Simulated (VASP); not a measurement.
# SrO (R3m) in VASP: a series of runs

One crystal, SrO, is run at these levels: r2SCAN; tasks: single point.

Everything below comes from runs of VASP 6.6.1. Logs are shortened: lines on timing, memory, paths and dates and some standing lists are left out, and cuts for length are marked.

## (1) The cell of the first run

It takes space group R3m (No. 160, trigonal). Conventional cell: a = 3.649 Å, b = 3.649 Å, c = 8.938 Å, α = 90.00°, β = 90.00°, γ = 120.00°. Sr (site symmetry 3m) has 3 O at 2.35 Å as nearest neighbours. Around O (site symmetry 3m) lie 3 Sr at 2.35 Å.

Measurements of this composition are mostly on another form, of space group No. 225.

## (2) Single point, r2SCAN (all Sr atoms moved +0.438 Å, as atom 1 along Cartesian [1 1 1])

File POSCAR:

```
SrO
1.0
    0.0000000000      2.5801476905      2.5801476905
    2.5801476905      0.0000000000      2.5801476905
    2.5801476905      2.5801476905      0.0000000000
Sr O
1 1
Direct
    0.0489488923      0.0489488923      0.0489488923
    0.5000000000      0.5000000000      0.5000000000
```

File INCAR.step1:

```
ALGO = Normal ; EDIFF = 1E-4
ENCUT = 520 ; GGA = PE
ISMEAR = 0 ; LASPH = True
LCHARG = False ; LREAL = False
LWAVE = True ; NBANDS = 15
NELM = 100 ; PREC = Accurate
SIGMA = 0.05
```

File INCAR.step2:

```
ALGO = Normal ; EDIFF = 1E-7
ENCUT = 520 ; ISIF = 2
ISMEAR = 0 ; ISTART = 1
LASPH = True ; LCHARG = True
LELF = True ; LMIXTAU = True
LREAL = False ; LVHAR = True
LWAVE = False ; METAGGA = R2SCAN
NBANDS = 15 ; NELM = 100
PREC = Accurate ; SIGMA = 0.05
```

File KPOINTS:

```
k-points
0
Gamma
  8 8 8
```

Potentials or basis: VASP PAW PBE potentials, release 64 (Sr_sv, O).

Started as:

```
cat potpaw_PBE.64/Sr_sv/POTCAR potpaw_PBE.64/O/POTCAR > POTCAR
cp INCAR.step1 INCAR
mpirun -np 1 vasp_std > vasp.out
cp INCAR.step2 INCAR
mpirun -np 1 vasp_std > vasp.out
```

OUTCAR:

```text
EDIFF = 1E-7
   ENCUT = 520
   ISIF = 2
   ISMEAR = 0
   ISTART = 1
   LASPH = True
   LREAL = False
   METAGGA = R2SCAN
   NELM = 100
   PREC = Accurate

 ion  position               nearest neighbor table
   1  0.049  0.049  0.049-   2 2.35   2 2.35   2 2.35   2 2.86   2 2.86   2 2.86
   2  0.500  0.500  0.500-   1 2.35   1 2.35   1 2.35   1 2.86   1 2.86   1 2.86

  LATTYP: Found a face centered cubic cell.
 ALAT       =     5.1602953810

  Lattice vectors:

 A1 = (   0.0000000000,   2.5801476905,   2.5801476905)
 A2 = (   2.5801476905,   0.0000000000,   2.5801476905)
 A3 = (   2.5801476905,   2.5801476905,   0.0000000000)

Analysis of symmetry for initial positions (statically):
=====================================================================
 Subroutine PRICEL returns:
 Original cell was already a primitive cell.

 Routine SETGRP: Setting up the symmetry group for a
 face centered cubic supercell.

 Subroutine GETGRP returns: Found  6 space group operations
 (whereof  6 operations were pure point group operations)
 out of a pool of 48 trial point group operations.

The static configuration has the point symmetry C_3v.

Analysis of symmetry for dynamics (positions and initial velocities):
=====================================================================
 Subroutine PRICEL returns:
 Original cell was already a primitive cell.

 Routine SETGRP: Setting up the symmetry group for a
 face centered cubic supercell.

 Subroutine GETGRP returns: Found  6 space group operations
 (whereof  6 operations were pure point group operations)
 out of a pool of 48 trial point group operations.

The dynamic configuration has the point symmetry C_3v.

 Subroutine INISYM returns: Found  6 space group operations
 (whereof  6 operations are pure point group operations),
 and found     1 'primitive' translations

----------------------------------------------------------------------------------------

                                     Primitive cell

  volume of cell :      34.3529

  direct lattice vectors                    reciprocal lattice vectors
     0.000000000  2.580147691  2.580147691    -0.193787356  0.193787356  0.193787356
     2.580147691  0.000000000  2.580147691     0.193787356 -0.193787356  0.193787356
     2.580147691  2.580147691  0.000000000     0.193787356  0.193787356 -0.193787356

  length of vectors
     3.648879857  3.648879857  3.648879857     0.335649547  0.335649547  0.335649547

  position of ions in fractional coordinates (direct lattice)
     0.048948892  0.048948892  0.048948892
     0.500000000  0.500000000  0.500000000

  ion indices of the primitive-cell ions
   primitive index   ion index
                 1           1
                 2           2

----------------------------------------------------------------------------------------

 KPOINTS: k-points

Automatic generation of k-mesh.
 Grid dimensions read from file:
 generate k-points for:    8    8    8

 Generating k-lattice:

  Cartesian coordinates                     Fractional coordinates (reciprocal lattice)
    -0.024223420  0.024223420  0.024223420     0.125000000  0.000000000  0.000000000
     0.024223420 -0.024223420  0.024223420     0.000000000  0.125000000  0.000000000
     0.024223420  0.024223420 -0.024223420     0.000000000  0.000000000  0.125000000

  Length of vectors
     0.041956193  0.041956193  0.041956193

  Shift w.r.t. Gamma in fractional coordinates (k-lattice)
     0.000000000  0.000000000  0.000000000

 Subroutine IBZKPT returns following result:
 ===========================================

 Found     65 irreducible k-points:

 Following reciprocal coordinates:
            Coordinates               Weight
  0.000000  0.000000  0.000000      1.000000
  0.125000  0.000000  0.000000      6.000000
  0.125000  0.125000  0.125000      2.000000
  0.250000  0.000000  0.000000      6.000000
  0.250000  0.250000  0.250000      2.000000
  0.375000  0.000000  0.000000      6.000000
[... 16 lines left out ...]
 -0.250000  0.125000  0.000000     12.000000
  0.125000  0.125000  0.375000      6.000000
 [... further k-points ...]
   k-points           NKPTS =     65   k-points in BZ     NKDIM =     65   number of bands    NBANDS=     15
   number of dos      NEDOS =    301   number of ions     NIONS =      2
   total plane-waves  NPLWV =  21952
   dimension x,y,z NGX =    28 NGY =   28 NGZ =   28
   dimension x,y,z NGXF=    56 NGYF=   56 NGZF=   56
   ions per type =               1   1
   NGX,Y,Z   is equivalent  to a cutoff of  12.76, 12.76, 12.76 a.u.
   NGXF,Y,Z  is equivalent  to a cutoff of  25.51, 25.51, 25.51 a.u.
 SYSTEM =  unknown system
   PREC   = accura    normal or accurate (medium, high low for compatibility)
   ISTART =      1    job   : 0-new  1-cont  2-samecut
   ICHARG =      0    charge: 1-file 2-atom 10-const
   ISPIN  =      1    spin polarized calculation?
   LNONCOLLINEAR =      F non collinear calculations
   LSORBIT =      F    spin-orbit coupling
   LASPH  =      T    aspherical Exc in radial PAW
   ENCUT  =  520.0 eV  38.22 Ry    6.18 a.u.   6.78  6.78  6.78*2*pi/ulx,y,z
   NELM   =    100;   NELMIN=  2; NELMDL=  0     # of ELM steps
   EDIFF  = 0.1E-06   stopping-criterion for ELM
   LREAL  =      F    real-space projection
   EDIFFG = 0.1E-05   stopping-criterion for IOM
   NSW    =      0    number of steps for IOM
   IBRION =     -1    ionic relax: 0-MD 1-quasi-New 2-CG
   NFREE  =      0    steps in history (QN), initial steepest desc. (CG)
   ISIF   =      2    stress and relaxation
   ISYM   =      2    0-nonsym 1-usesym 2-fastsym
   POTIM  = 0.5000    time-step for ionic-motion
   TEBEG  =    0.0;   TEEND  =   0.0 temperature during run
   PSTRESS=    0.0 pullay stress
   NELECT =      16.0000    total number of electrons
   NUPDOWN=      -1.0000    fix difference up-down
   EMIN   =  10.00;   EMAX   =-10.00  energy-range for DOS
   EFERMI =   0.00;   METHOD = LEGACY
   ISMEAR =     0;   SIGMA  =   0.05  broadening in eV -4-tet -1-fermi 0-gaus
   EFERMI_NEDOS =   21; number of points for ismear=-14 and -15
   IALGO  =     38    algorithm
   IMIX   =      4    mixing-type and parameters
     AMIX     =   0.40;   BMIX     =  1.00
     AMIX_MAG =   1.60;   BMIX_MAG =  1.00
  volume/ion in A,a.u.               =      17.18       115.91
  Fermi-wavevector in a.u.,A,eV,Ry     =   1.268996  2.398055 21.910154  1.610351
  Thomas-Fermi vector in A             =   2.402061
   LORBIT       =      0    0 simple, 1 ext, 2 COOP (PROOUT), +10 PAW based schemes
   METAGGA = R2SCAN    functional components
   LHFCALC =     F    Hartree Fock is set to
   AEXX    =    0.0000 exact exchange contribution
   IVDW    =     0    specifies the selected vdW correction
   LEPSILON=     F    determine dielectric tensor
   LRPA    =     F    only Hartree local field effects (RPA)
 non-spin polarized calculation
 Gauss-broadening in eV      SIGMA  =   0.05
  energy-cutoff  :      520.00
  volume of cell :       34.35
 maximum number of plane-waves:       941
   NGX = 13   NGY = 13   NGZ = 13

 number of electron      15.9999998 magnetization

 Free energy of the ion-electron system (eV)
  ---------------------------------------------------
  ext. energy  EPLUGINS =         0.00000000
  ---------------------------------------------------
  free energy    TOTEN  =       -26.80500872 eV

  energy without entropy =      -26.80500872  energy(sigma->0) =      -26.80500872

 E-fermi :   1.3848     XC(G=0): -10.4874

 val. band max:        1.0759452094   @ k =   0.5000   0.5000   0.0000
 cond. band min:       5.6973751754   @ k =   0.0000   0.0000   0.0000
 fundamental gap:      4.6214299660
 Fermi energy:         1.3847702994

 k-point     1 :       0.0000    0.0000    0.0000
  band No.  band energies     occupation
      1     -32.0937      2.00000
      2     -15.0626      2.00000
      3     -13.1372      2.00000
      4     -13.1372      2.00000
      5     -12.9208      2.00000
      6       0.8368      2.00000
      7       0.8757      2.00000
      8       0.8757      2.00000
      9       5.6974      0.00000
     10       8.3004      0.00000
     11       8.3004      0.00000
     12       8.9969      0.00000
     13      10.9776      0.00000
     14      10.9776      0.00000
     15      14.4189      0.00000

 k-point     2 :       0.1250    0.0000    0.0000
  band No.  band energies     occupation
      1     -32.0728      2.00000
      2     -15.3094      2.00000
      3     -13.2192      2.00000
      4     -13.1530      2.00000
      5     -12.6608      2.00000
      6       0.4075      2.00000
      7       0.7812      2.00000
      8       0.9344      2.00000
      9       6.2999      0.00000
     10       7.9770      0.00000
     11       8.4309      0.00000
     12       9.0747      0.00000
     13      11.4331      0.00000
     14      11.5301      0.00000
     15      15.4202      0.00000

 k-point     3 :       0.1250    0.1250    0.1250
  band No.  band energies     occupation
      1     -32.0746      2.00000
      2     -15.2393      2.00000
      3     -13.1489      2.00000
      4     -13.1489      2.00000
      5     -12.8098      2.00000
      6       0.5100      2.00000
      7       0.7237      2.00000
      8       0.7237      2.00000
      9       6.3114      0.00000
     10       8.6084      0.00000
     11       8.6084      0.00000
     12       8.7351      0.00000
     13      11.3191      0.00000
     14      11.3191      0.00000
     15      15.5277      0.00000

 k-point     4 :       0.2500    0.0000    0.0000
  band No.  band energies     occupation
      1     -32.0216      2.00000
      2     -15.7982      2.00000
      3     -13.2686      2.00000
      4     -13.1909      2.00000
      5     -12.2934      2.00000
      6      -0.1906      2.00000
      7       0.5517      2.00000
      8       0.7733      2.00000
      9       7.2892      0.00000
     10       8.0251      0.00000
     11       8.9570      0.00000
     12       9.6446      0.00000
     13      12.4376      0.00000
     14      12.4835      0.00000
     15      17.4719      0.00000
[... 307 lines left out ...]
 k-point    22 :      -0.3750    0.5000   -0.3750
  band No.  band energies     occupation
      1     -31.9603      2.00000
      2     -15.9539      2.00000
      3     -13.4305      2.00000
      4     -13.2215      2.00000
      5     -12.3662      2.00000
      6      -0.6263      2.00000
      7       0.0360      2.00000
      8       0.2462      2.00000
      9       8.1752      0.00000
     10       9.8492      0.00000
     11      10.6785      0.00000
     12      11.3791      0.00000
     13      13.5381      0.00000
     14      13.6935      0.00000
     15      15.8991      0.00000

 k-point    23 :      -0.2500    0.1250    0.0000
  band No.  band energies     occupation
      1     -31.9902      2.00000
      2     -15.9795      2.00000
      3     -13.3907      2.00000
      4     -13.2249      2.00000
      5     -12.1476      2.00000
      6      -0.2772      2.00000
      7       0.4706      2.00000
      8       0.7189      2.00000
      9       7.4139      0.00000
     10       8.2362      0.00000
     11       9.7088      0.00000
     12       9.8042      0.00000
     13      12.4313      0.00000
     14      13.4759      0.00000
     15      18.2452      0.00000

 k-point    24 :       0.1250    0.1250    0.3750
  band No.  band energies     occupation
      1     -31.9935      2.00000
      2     -15.8948      2.00000
      3     -13.4082      2.00000
      4     -13.1834      2.00000
      5     -12.2578      2.00000
      6      -0.4299      2.00000
      7       0.2931      2.00000
      8       0.8490      2.00000
      9       7.3808      0.00000
     10       8.5840      0.00000
     11       9.2378      0.00000
     12      10.8521      0.00000
     13      12.4871      0.00000
     14      13.0175      0.00000
     15      18.0752      0.00000

 [... further k-points ...]

------------------------ aborting loop because EDIFF is reached ----------------------------------------

  FORCE on cell =-STRESS in cart. coord.  units (eV):
  Direction    XX          YY          ZZ          XY          YZ          ZX
  --------------------------------------------------------------------------------------
  -------------------------------------------------------------------------------------
  Total        1.2403987      1.2403987      1.2403987     -0.3003994     -0.3003994     -0.3003994
  in kB       57.8506434     57.8506434     57.8506434    -14.0102503    -14.0102503    -14.0102503
  external PRESSURE =      57.8506434 kB  Pullay stress =       0.0000000 kB

 VOLUME and BASIS-vectors are now :
 -----------------------------------------------------------------------------
  energy-cutoff  :      520.00
  volume of cell :       34.35
      direct lattice vectors                 reciprocal lattice vectors
     0.000000000  2.580147691  2.580147691    -0.193787356  0.193787356  0.193787356
     2.580147691  0.000000000  2.580147691     0.193787356 -0.193787356  0.193787356
     2.580147691  2.580147691  0.000000000     0.193787356  0.193787356 -0.193787356

 POSITION                                       TOTAL-FORCE (eV/Angst)
 -----------------------------------------------------------------------------------
      0.25259      0.25259      0.25259        -0.699143     -0.699143     -0.699143
      2.58015      2.58015      2.58015         0.699143      0.699143      0.699143
 -----------------------------------------------------------------------------------
    total drift:                                0.000050      0.000050      0.000050

  FREE ENERGIE OF THE ION-ELECTRON SYSTEM (eV)
  ---------------------------------------------------
  free  energy   TOTEN  =       -26.8050087243 eV

  energy  without entropy=      -26.8050087243  energy(sigma->0) =      -26.80500872
```

Run time: 63 s. Hardware: 1 thread of Intel Xeon 6975P-C (Granite Rapids), shared host; peak memory 0.18 GiB.

Results:

| Item | Value |
| --- | --- |
| Free energy | -26.8050 eV |
| Pressure | 5.8 GPa |
| Largest force | 1.211 eV/Å |
| Band gap on the k mesh | 4.62 eV, indirect (least direct gap 4.82 eV) |

Forces on the atoms (eV/Å):
```
Sr  -0.699 -0.699 -0.699
O    0.699  0.699  0.699
```

Caveat: the PAW data sets were made with another functional, which shifts forces and pressure a little.

[end of part 1 of 2]
